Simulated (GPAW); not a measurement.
Nb:

```
Nb
1.0
     2.71964    0.00000    0.00000
     0.00000    2.71964    0.00000
     0.00000    0.00000    2.71964
Nb
1
Direct
  0.50000 0.50000 0.50000
```

The cell was built by a generator and needn't be a form met in nature.

```yaml
Program: GPAW 26.7.0
Task: relaxation of cell and atoms
Functional: TPSS
Potentials_or_basis: GPAW PAW data sets (gpaw-data 1.2.1)
Cutoff: 600 eV
Basis: pw
k_mesh: 8 × 8 × 8
Occupations: fermi-dirac, width 0.05 eV
Spin: no spin polarisation
```

At the start: pressure -4.4 GPa; volume 20.12 Å³/atom.

**Question.** How do energy, volume and symmetry change on relaxing?

**Answer.** Over 3 steps the energy falls by 9.3 meV/atom and the volume is 19.46 Å³/atom (-3.3 %); space group Pm-3m (No. 221, to 0.05 Å).

Step by step:
| step | energy change (eV) | largest force (eV/Å) | pressure (GPa) | volume (Å³) |
| --- | --- | --- | --- | --- |
| 1 | 0.0000 | 0.0000 | -4.41 | 20.12 |
| 2 | -0.0086 | 0.0000 | -1.30 | 19.64 |
| 3 | -0.0093 | 0.0000 | 0.04 | 19.46 |

Final structure:
```cif
data_structure
_symmetry_space_group_name_H-M 'P 1'
_symmetry_Int_Tables_number 1
_cell_length_a 2.6896
_cell_length_b 2.6896
_cell_length_c 2.6896
_cell_angle_alpha 90.000
_cell_angle_beta 90.000
_cell_angle_gamma 90.000
_cell_volume 19.46
loop_
_atom_site_label
_atom_site_type_symbol
_atom_site_fract_x
_atom_site_fract_y
_atom_site_fract_z
_atom_site_occupancy
Nb1 Nb 0.50000 0.50000 0.50000 1
```

Caveat: later steps reuse the first step's grids; the PAW data sets were made with another functional, which shifts forces and pressure a little.
